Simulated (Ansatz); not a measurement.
# G0W0 run on MgO (Fm-3m)

These are results of Ansatz 0.2.0-dev, G0W0@PBE, plasmon-pole screening, hand-made PAW set, not measurements.

Input:

```yaml
crystal:
  lattice:
    - [0.0, 2.1055, 2.1055]
    - [2.1055, 0.0, 2.1055]
    - [2.1055, 2.1055, 0.0]
  atoms:
    - { symbol: Mg, position: [0, 0, 0] }
    - { symbol: O, position: [0.5, 0.5, 0.5] }
kpoints:
  mp_grid: { grid: [6, 6, 6], shift: [0, 0, 0] }
hamiltonian:
  xc: pbe
  pseudopotentials: { kind: paw, source: ansatz }
scf:
  occupations: { method: fixed }
  convergence: { dr2_threshold: "1e-9 eV" }
  lower_state_search: "off"
output:
  forces: false
  stress: false
gw:
  n_empty_bands: 180
  ecut_chi: 180.0
  qp_bands: [v1, c1]
  qp_kpoints: [[0, 0, 0], [0, 0.5, 0.5], [0, 0, 0.5]]
  ecutfock_ratio: 2
```

The input is rewritten from the run's settings (development build, wave cutoff 930 eV).

Levels count from the highest filled Kohn-Sham level listed; ε_QP = ε_KS + Z(Σ − Vxc). VB is the top filled band, CB the lowest empty one. The wave cutoff came out at 930 eV.

```json
{"k": "Γ", "band": "VB", "ε_KS (eV)": "0.00", "Σx − Vxc (eV)": "-5.49", "Σc (eV)": "3.62", "Z": "0.81", "ε_QP (eV)": "-1.51"}
{"k": "Γ", "band": "CB", "ε_KS (eV)": "4.75", "Σx − Vxc (eV)": "4.75", "Σc (eV)": "-3.56", "Z": "0.86", "ε_QP (eV)": "5.77"}
{"k": "L", "band": "VB", "ε_KS (eV)": "-0.65", "Σx − Vxc (eV)": "-5.75", "Σc (eV)": "3.71", "Z": "0.81", "ε_QP (eV)": "-2.29"}
{"k": "L", "band": "CB", "ε_KS (eV)": "7.91", "Σx − Vxc (eV)": "5.17", "Σc (eV)": "-4.01", "Z": "0.86", "ε_QP (eV)": "8.91"}
{"k": "X", "band": "VB", "ε_KS (eV)": "-1.34", "Σx − Vxc (eV)": "-5.97", "Σc (eV)": "3.78", "Z": "0.81", "ε_QP (eV)": "-3.10"}
{"k": "X", "band": "CB", "ε_KS (eV)": "9.14", "Σx − Vxc (eV)": "5.02", "Σc (eV)": "-4.13", "Z": "0.87", "ε_QP (eV)": "9.91"}
```

The gap (direct at Γ) opens from 4.75 eV to 7.28 eV.

Electronic (ion-clamped) dielectric constant on this mesh, from the head of the inverse dielectric matrix: 3.1.

Band sums or response are cut, so the gap isn't at its basis limit.
